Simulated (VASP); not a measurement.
**A VASP 6.6.1 single-point calculation on MgS**

INCAR

```
ISPIN = 2
ISIF = 2
PREC = Accurate
IBRION = -1
NELM = 79
LREAL = .FALSE.
NBANDS = 11
GGA = PE
LASPH = .TRUE.
ISMEAR = -1
NSW = 0
MAGMOM = 2 -2
SIGMA = 0.02
EDIFF = 1E-7
LCHARG = .FALSE.
LWAVE = .FALSE.
ENCUT = 520
IVDW = 12
```

KPOINTS

```
KPOINTS created by Atomic Simulation Environment
0
Monkhorst-Pack
8 8 8
0 0 0
```

POSCAR

```
Mg S
 1.0000000000000000
     0.0000000000000000    2.8308768389000001    2.6850866817000001
     2.8308768389000001    0.0000000000000000    2.6850866817000001
     2.8308768389000001    2.8308768389000001    0.0000000000000000
 Mg  S
   1   1
Cartesian
  0.0000000000000000  0.0000000000000000  0.0000000000000000
  1.4154384194500000  1.4154384194500000  1.3425433408499998
```

The recommended PBE PAW datasets give the neutral cell 8 valence electrons.

Command

```
mpirun -np 1 vasp_std
```

OSZICAR

```
N       E                     dE             d eps       ncg     rms          rms(c)
DAV:   1     0.251813792935E+02    0.25181E+02   -0.34344E+03  6480   0.578E+02
DAV:   2    -0.630386677639E+01   -0.31485E+02   -0.30048E+02  7716   0.101E+02
DAV:   3    -0.812989522536E+01   -0.18260E+01   -0.18233E+01  7902   0.262E+01
DAV:   4    -0.814432658180E+01   -0.14431E-01   -0.14430E-01  7621   0.279E+00
DAV:   5    -0.814449499062E+01   -0.16841E-03   -0.16841E-03  8069   0.294E-01    0.598E+00
DAV:   6    -0.845489926785E+01   -0.31040E+00   -0.28531E+00  7563   0.647E+00    0.363E+00
DAV:   7    -0.841543758637E+01    0.39462E-01   -0.33366E-01  7236   0.266E+00    0.268E+00
DAV:   8    -0.842459623153E+01   -0.91586E-02   -0.21425E-02  6870   0.913E-01    0.157E+00
DAV:   9    -0.842739168533E+01   -0.27955E-02   -0.36568E-03  7495   0.428E-01    0.137E-01
DAV:  10    -0.842847869793E+01   -0.10870E-02   -0.17238E-03  6828   0.240E-01    0.143E-01
DAV:  11    -0.842863088404E+01   -0.15219E-03   -0.16378E-04  7238   0.892E-02    0.723E-02
DAV:  12    -0.842874778078E+01   -0.11690E-03   -0.13311E-04  7122   0.687E-02    0.334E-02
DAV:  13    -0.842875515374E+01   -0.73730E-05   -0.17240E-05  7547   0.269E-02    0.601E-03
DAV:  14    -0.842875576688E+01   -0.61314E-06   -0.14030E-06  7382   0.808E-03    0.308E-03
DAV:  15    -0.842875618731E+01   -0.42043E-06   -0.62011E-07  7272   0.524E-03    0.135E-03
DAV:  16    -0.842875621703E+01   -0.29724E-07   -0.21249E-08  6524   0.124E-03
   1 F= -.90028051E+01 E0= -.90028051E+01  d E =-.116156E-11  mag=     0.0000
```

It converged. Results: pressure 2.0 GPa; magnetic moment of the cell 0.00 μB.

The shifted mesh misses Γ, so a band edge there is missed.

For comparison, a separate PBE run of the intended cell, on usual settings and not on those above, gives a gap of 3.63 eV on its mesh and a pressure of 4.3 GPa.

The run above took about 62 s on one core of a shared host (Intel Xeon 6975P-C) and held 0.27 GiB at most.
